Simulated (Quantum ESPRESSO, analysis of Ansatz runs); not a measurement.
**A hop of O in HfO2 (P2_1/c), charge +2 (Quantum ESPRESSO)**

How high is the barrier when O changes place in HfO2 (P2_1/c)? The case: V_O hop (2.8 Å), charge +2, in a cell of 48 host atoms with 1 O taken out.

Main program and level: Quantum ESPRESSO 7.5; Quantum ESPRESSO plane-wave DFT, PBEsol, GBRV 1.5 PBEsol potentials; nudged elastic band between two relaxed defect structures at fixed charge in a uniform background.

Most raw output is cut from this account.

## (1) The structure

The cell holds 47 atoms: 16 Hf and 31 O. Cell: a = 9.411 Å, b = 8.427 Å, c = 9.411 Å, α = 110.9°, β = 113.5°, γ = 108.4°. It derives from HfO2 (space group P2_1/c). Nearest the centre at fractional (0.582, 0.669, 0.842): O38 at 1.35 Å, Hf10 at 1.59 Å, O34 at 2.31 Å, O31 at 2.54 Å, O32 at 2.62 Å, Hf8 at 2.63 Å, Hf4 at 2.64 Å, Hf16 at 2.64 Å. The cell carries charge +2.

The cell's shortest repeat is 8.4 Å.

## (2) Relaxation of the start point, charge +2

A barrier is counted from a minimum, so both ends are relaxed first. Small random displacements break the symmetry of the ideal sites, so that the defect can distort if it gains by it. The charge of +2 is set by the electron count, and a uniform background keeps the cell neutral.

The input, pw.in:

```
&CONTROL
  calculation = 'relax'
  prefix = 'pwscf'
  outdir = './tmp'
  pseudo_dir = './pseudo'
  tprnfor = .true.
  disk_io = 'low'
  nstep = 70
  forc_conv_thr = 0.0012
  etot_conv_thr = 0.0001
/
&SYSTEM
  ibrav = 0
  nat = 47
  ntyp = 2
  ecutwfc = 36
  ecutrho = 288
  nbnd = 192
  occupations = 'fixed'
  tot_charge = 2
  nosym = .true.
/
&ELECTRONS
  conv_thr = 5d-08
  electron_maxstep = 100
  mixing_beta = 0.5
/
&IONS
  ion_dynamics = 'bfgs'
/
ATOMIC_SPECIES
Hf   178.4900 hf_pbesol_v1.uspp.F.UPF
O     15.9990 o_pbesol_v1.2.uspp.F.UPF
CELL_PARAMETERS angstrom
  -5.9416700219    5.1632183080    5.1583953540
   4.2040263251   -5.1632183080    5.1655566081
   5.9416700219    5.1632183080   -5.1583953540
ATOMIC_POSITIONS crystal
Hf     0.0826846387    0.4926019833    0.8675515790
Hf     0.0826846387    0.9926019833    0.3675515790
Hf     0.5826846387    0.4926019833    0.3675515790
Hf     0.5855223344    0.9918887040    0.8672820142
Hf     0.3719733557    0.2576241936    0.8375144900
Hf     0.3749495956    0.7573980167    0.3400826553
Hf     0.8749495956    0.2573980167    0.3400826553
Hf     0.8727530569    0.7575715318    0.8368622624
[... 35 atom lines left out ...]
O     -0.0021429576    0.4553133674    0.6159723605
O     -0.0025639609    0.9576501063    0.1142311242
O      0.4971831021    0.4575784687    0.1186511193
O      0.4981002126    0.9575238890    0.6141052068
K_POINTS gamma
```

Started as:

```
OMP_NUM_THREADS=1 mpirun -n 4 pw.x -in pw.in > pw.out
```

It took 11 min on 4 MPI ranks of Arm Neoverse V1, shared host; peak memory 1.4 GiB.

Relaxation path (22 of 29):

| step | energy less that of the first step (eV) |
| --- | --- |
| 0 | 0.0000 |
| 1 | -1.7649 |
| 3 | -2.5250 |
| 4 | -2.6602 |
| 5 | -2.7816 |
| 7 | -2.8848 |
| 8 | -2.9265 |
| 9 | -2.9483 |
| 11 | -2.9844 |
| 12 | -3.0020 |
| 13 | -3.0165 |
| 15 | -3.0407 |
| 16 | -3.0528 |
| 17 | -3.0643 |
| 19 | -3.0803 |
| 20 | -3.0844 |
| 21 | -3.0872 |
| 23 | -3.0914 |
| 24 | -3.0928 |
| 25 | -3.0937 |
| 27 | -3.0948 |
| 28 | -3.0951 |

The atoms that moved most (Å):

| atom | dx | dy | dz | length |
| --- | --- | --- | --- | --- |
| O39 | 0.142 | -0.294 | -0.365 | 0.490 |
| O31 | 0.340 | -0.079 | 0.117 | 0.368 |
| O44 | -0.158 | 0.245 | 0.202 | 0.355 |
| O41 | 0.106 | 0.241 | -0.194 | 0.327 |
| O34 | -0.077 | 0.020 | 0.261 | 0.273 |
| Hf8 | -0.140 | 0.186 | 0.084 | 0.248 |
| O35 | -0.129 | -0.158 | 0.138 | 0.246 |
| O43 | 0.138 | 0.165 | -0.119 | 0.246 |

Neighbours of O38 at the end:

| atom | distance (Å) |
| --- | --- |
| Hf10 | 2.043 |
| Hf16 | 2.063 |
| Hf5 | 2.123 |
| O17 | 2.550 |
| O46 | 2.608 |
| O34 | 2.724 |
| O41 | 2.846 |
| O36 | 2.863 |
| O32 | 2.880 |

This step gave:

| Quantity | Value |
| --- | --- |
| highest filled level | 10.85 eV |
| lowest empty level | 14.57 eV |
| r.m.s. move of the farther half of the atoms | 0.1298 Å |
| largest move from the ideal geometry of this structure, a common shift of the far atoms taken out | 0.4966 Å |

The relaxation gained 3.095 eV and ended with a largest force component of 0.029 eV/Å.

## (3) Relaxation of the end point, charge +2

The end point is relaxed in the same cell and settings, so that the two energies compare. Atoms more than 3.2 Å from the middle of the hop start where the first relaxation left them, the nearer ones on or close to their ideal places, with small random displacements.

The input, pw.in:

```
&CONTROL
  calculation = 'relax'
  prefix = 'pwscf'
  outdir = './tmp'
  pseudo_dir = './pseudo'
  tprnfor = .true.
  disk_io = 'low'
  nstep = 70
  forc_conv_thr = 0.0012
  etot_conv_thr = 0.0001
/
&SYSTEM
  ibrav = 0
  nat = 47
  ntyp = 2
  ecutwfc = 36
  ecutrho = 288
  nbnd = 192
  occupations = 'fixed'
  tot_charge = 2
  nosym = .true.
/
&ELECTRONS
  conv_thr = 5d-08
  electron_maxstep = 100
  mixing_beta = 0.5
/
&IONS
  ion_dynamics = 'bfgs'
/
ATOMIC_SPECIES
Hf   178.4900 hf_pbesol_v1.uspp.F.UPF
O     15.9990 o_pbesol_v1.2.uspp.F.UPF
CELL_PARAMETERS angstrom
  -5.9416700219    5.1632183080    5.1583953540
   4.2040263251   -5.1632183080    5.1655566081
   5.9416700219    5.1632183080   -5.1583953540
ATOMIC_POSITIONS crystal
Hf     0.0862554977    0.4875828489    0.8681397572
Hf     0.0768656010    0.9859131494    0.3628208161
[... 1 atom line left out ...]
Hf     0.5817811246    0.9912133645    0.8664005598
[... 3 atom lines left out ...]
Hf     0.8741576603    0.7579630434    0.8400552492
[... 1 atom line left out ...]
Hf     0.4164431828    0.5062387210    0.6323443143
[... 5 atom lines left out ...]
Hf     0.6257789948    0.7437299743    0.1612501935
O      0.3613362259    0.2143974428    0.5929040735
[... 6 atom lines left out ...]
O      0.8846752724    0.5300001399    0.8958480360
[... 6 atom lines left out ...]
O      0.6209459496    0.4636852381    0.6021290126
O      0.6200291354    0.9652508900    0.1028335715
[... 1 atom line left out ...]
O      0.3400700742    0.7046906285    0.7077438929
[... 1 atom line left out ...]
O      0.8381267112    0.7049638674    0.2064736515
[... 1 atom line left out ...]
O      0.6608798805    0.7926835580    0.8010960525
[... 6 atom lines left out ...]
O     -0.0019695541    0.9566619942    0.1166242316
[... 1 atom line left out ...]
O      0.5267641130    0.9649240067    0.6304674759
K_POINTS gamma
```

The job ended after 7.1 min (4 MPI ranks; peak memory 1.4 GiB; 28 min of CPU time).

Relaxation path:

| step | energy less that of the first step (eV) |
| --- | --- |
| 0 | 0.0000 |
| 1 | -2.1176 |
| 2 | -2.8122 |
| 3 | -3.1262 |
| 4 | -3.3669 |
| 5 | -3.5591 |
| 6 | -3.6322 |
| 7 | -3.6989 |
| 8 | -3.7395 |
| 9 | -3.7639 |
| 10 | -3.7791 |
| 11 | -3.7898 |
| 12 | -3.7962 |
| 13 | -3.7996 |
| 14 | -3.8018 |
| 15 | -3.8034 |
| 16 | -3.8046 |
| 17 | -3.8055 |

The atoms that moved most (Å):

| atom | dx | dy | dz | length |
| --- | --- | --- | --- | --- |
| O38 | 0.101 | 0.246 | -0.290 | 0.393 |
| O17 | 0.350 | 0.060 | 0.091 | 0.366 |
| Hf5 | -0.076 | 0.163 | -0.178 | 0.253 |
| O44 | 0.081 | -0.157 | -0.162 | 0.239 |
| Hf10 | -0.135 | -0.159 | 0.092 | 0.228 |
| O45 | -0.122 | 0.152 | 0.116 | 0.227 |
| O36 | -0.045 | -0.175 | 0.125 | 0.220 |
| O39 | -0.046 | 0.134 | 0.166 | 0.219 |

Neighbours of O38 at the end:

| atom | distance (Å) |
| --- | --- |
| Hf8 | 2.060 |
| Hf10 | 2.078 |
| Hf4 | 2.084 |
| O34 | 2.501 |
| O31 | 2.563 |
| O32 | 2.773 |
| O45 | 2.807 |
| O39 | 2.809 |

This step gave:

```yaml
highest_filled_level: 10.85 eV
lowest_empty_level: 14.56 eV
r_m_s_move_of_the_farther_half_of_the_atoms: 0.1113 Å
largest_move_from_the_ideal_geometry_of_this_structure_a_common_shift_of_the_far_atoms_taken_out: 0.3898 Å
```

The relaxation gained 3.805 eV and ended with a largest force component of 0.030 eV/Å. The end lies 0.002 eV above the start.

## (4) Nudged elastic band, charge +2

3 movable images are laid between the ends by interpolation. Each image feels the true force across the path and a spring force along it. The highest image is set to climb to the top of the path.

This step: Quantum ESPRESSO plane-wave DFT, PBEsol, GBRV 1.5 PBEsol potentials; nudged elastic band between two relaxed defect structures at fixed charge in a uniform background.

The input, neb.in:

```
BEGIN
BEGIN_PATH_INPUT
&PATH
  restart_mode = 'from_scratch'
  string_method = 'neb'
  nstep_path = 45
  ds = 1.5
  opt_scheme = 'broyden'
  num_of_images = 5
  k_max = 0.3
  k_min = 0.2
  CI_scheme = 'auto'
  path_thr = 0.06
/
END_PATH_INPUT
BEGIN_ENGINE_INPUT
&CONTROL
  prefix = 'pwscf'
  outdir = './tmp'
  pseudo_dir = './pseudo'
  disk_io = 'low'
/
&SYSTEM
  ibrav = 0
  nat = 47
  ntyp = 2
  ecutwfc = 36
  ecutrho = 288
  nbnd = 192
  occupations = 'fixed'
  tot_charge = 2
  nosym = .true.
/
&ELECTRONS
  conv_thr = 5d-08
  electron_maxstep = 100
  mixing_beta = 0.5
/
ATOMIC_SPECIES
Hf   178.4900 hf_pbesol_v1.uspp.F.UPF
O     15.9990 o_pbesol_v1.2.uspp.F.UPF
CELL_PARAMETERS angstrom
  -5.9416700219    5.1632183080    5.1583953540
   4.2040263251   -5.1632183080    5.1655566081
   5.9416700219    5.1632183080   -5.1583953540
BEGIN_POSITIONS
FIRST_IMAGE
ATOMIC_POSITIONS crystal
Hf     0.0872766232    0.4864725794    0.8675868477
Hf     0.0778867265    0.9848028799    0.3622679065
Hf     0.5801617979    0.4935955838    0.3656795724
Hf     0.5819237747    1.0178637333    0.8791570673
Hf     0.3742672665    0.2623725028    0.8391492680
Hf     0.3763593658    0.7578730638    0.3432407369
Hf     0.8749172965    0.2578841564    0.3440366541
Hf     0.8989170676    0.7532387579    0.8424710815
Hf     0.4216403359    0.0106848726    0.1400938446
Hf     0.3917562249    0.4854189756    0.6137411271
Hf     0.9140357809    0.0014006106    0.6282958367
Hf     0.9205510115    0.5094931364    0.1345424073
Hf     0.1146396499    0.2335093665    0.1475652239
Hf     0.1327320516    0.7419286351    0.6555345544
Hf     0.6289224826    0.2434878308    0.6613259187
Hf     0.6246405220    0.7414724117    0.1584670152
O      0.3586717288    0.2120562536    0.5906595072
O      0.3650635669    0.7185357131    0.1006152939
O      0.8575843721    0.2155985445    0.0952781177
O      0.8696531992    0.7090603729    0.5922543864
O      0.3828970216    0.0417891645    0.8997368096
O      0.3770799231    0.5326660005    0.3972803879
O      0.8790541826    0.0324779667    0.3962879372
O      0.8861183250    0.5299066672    0.8950089300
O      0.1287924397    0.2722870226    0.3902314247
O      0.1425774969    0.7849323919    0.9021363929
O      0.6374545976    0.2926918054    0.9049285152
O      0.6371865296    0.7821547809    0.4052641682
O      0.1193654619    0.4619294128    0.1020679717
O      0.1208663259    0.9654041606    0.6021017183
O      0.6251792550    0.5091861422    0.6325701094
O      0.6197664759    0.9667756895    0.1005415300
O      0.3311282482    0.2045096354    0.1871671410
O      0.3650317780    0.7233045899    0.7029251084
O      0.8373934954    0.2082482755    0.6817082398
O      0.8364018331    0.7042753987    0.1925299948
O      0.4809701178    0.0446583785    0.3826250816
O      0.4840001419    0.5466725588    0.8749121555
O      0.9361901062    0.0181577411    0.8609414594
O      0.9923539195    0.5401888433    0.3811966724
O      0.1618665753    0.2829619824    0.8206588587
O      0.1634449407    0.7911749426    0.3072412021
O      0.6651207158    0.2948477034    0.3201865032
O      0.0411147642    0.4626074871    0.6274248795
O     -0.0043340343    0.9452535374    0.1068081803
O      0.5169664799    0.4587666179    0.1208939717
O      0.5286747821    0.9649987713    0.6300610742
INTERMEDIATE_IMAGE
ATOMIC_POSITIONS crystal
Hf     0.0864098703    0.4872541145    0.8678723402
Hf     0.0791088444    0.9865687999    0.3632096969
[... 45 atom lines left out ...]
INTERMEDIATE_IMAGE
ATOMIC_POSITIONS crystal
Hf     0.0855431175    0.4880356496    0.8681578327
Hf     0.0803309622    0.9883347199    0.3641514874
[... 45 atom lines left out ...]
INTERMEDIATE_IMAGE
ATOMIC_POSITIONS crystal
Hf     0.0846763647    0.4888171847    0.8684433252
Hf     0.0815530800    0.9901006399    0.3650932778
[... 45 atom lines left out ...]
LAST_IMAGE
ATOMIC_POSITIONS crystal
Hf     0.0838096118    0.4895987199    0.8687288177
Hf     0.0827751979    0.9918665599    0.3660350682
[... 1 atom line left out ...]
Hf     0.5865094428    0.9824311063    0.8707176689
Hf     0.3725165702    0.2337926154    0.8451496886
[... 2 atom lines left out ...]
Hf     0.8745613099    0.7499708869    0.8390674571
[... 1 atom line left out ...]
Hf     0.4121361478    0.5021190616    0.6061572423
[... 5 atom lines left out ...]
Hf     0.6394873703    0.7662146352    0.1884940961
O      0.3780415356    0.2579222566    0.6356532064
[... 13 atom lines left out ...]
O      0.6183746909    0.4575098570    0.5914257157
O      0.6211945577    0.9627437569    0.1090548084
[... 1 atom line left out ...]
O      0.3392121282    0.6932247984    0.7015071316
[... 1 atom line left out ...]
O      0.8354340058    0.7134541558    0.1881746350
[... 1 atom line left out ...]
O      0.6586887136    0.7684986984    0.8310639117
[... 6 atom lines left out ...]
O      0.0261100242    0.9565809736    0.1222532858
[... 1 atom line left out ...]
O      0.5162291476    0.9530472203    0.6248733585
END_POSITIONS
K_POINTS gamma
END_ENGINE_INPUT
END
```

Started as:

```
OMP_NUM_THREADS=1 mpirun -n 4 neb.x -ni 2 -inp neb.in > neb.out
```

Run time: 34 min. Hardware: 4 MPI ranks; peak memory 2.4 GiB; 2.3 h of CPU time.

The path, image by image:

| image | path (Å) | energy (eV) | O38: x, y, z (Å) |
| --- | --- | --- | --- |
| 0 | 0.000 | 0.0000 | 4.621, 4.194, 0.807 |
| 1 | 0.771 | 0.5859 | 4.510, 4.324, 1.407 |
| 2 | 1.405 | 0.8614 | 4.481, 4.320, 1.949 |
| 3 | 2.125 | 0.4933 | 4.422, 4.111, 2.526 |
| 4 | 2.997 | 0.0023 | 4.255, 3.724, 3.081 |

Numbers from this step:

* barrier forward: 0.8614 eV
* barrier backward: 0.8591 eV
* end less start: 0.002264 eV
* hop length: 2.350 Å

The band met its tolerance of 0.06 eV/Å after 18 iterations, with image 2 on top (the start counts as 0). O38, which moves farthest between the ends, has 3 Hf at 2.04 to 2.12 Å nearest at the start and 2 Hf at 2.04 to 2.12 Å at the top.

## (5) Summary of results

- barrier forward: 0.86 eV
- barrier backward: 0.86 eV
- end less start: 0.00 eV
- hop length: 2.35 Å
- band iterations, as the log counts them: 18

The top of the band lies 0.86 eV above the start and 0.86 eV above the end. In the end relaxations the farther half of the atoms moved by 0.11 Å r.m.s. or more, so the host itself may distort at this sampling, and part of the barrier may belong to that. The order of the top as a saddle was not checked for all atoms, so a bent path could be lower. No image-charge correction is applied; it largely cancels along a path if the charge stays localised alike. Keep in mind: sampling at the zone centre alone can move energies of charged and open-shell states by tenths of an eV or more in cells of this size; periodic copies of the defect are only 8.4 Å apart; spin–orbit coupling, which can matter with heavy atoms, is left out. The cutoff of 36 Ry is under the 40 Ry advised for these potentials.

[Logs are printed without paths, hosts, clocks, repeated set-up lines and the standing remarks that a program may print on its own settings, such as how far it seeks lower states.]

[Hosts, paths, dates, database ids (printed as entryN), source tags and the programs' standing remarks are cut or masked in the printed files.]
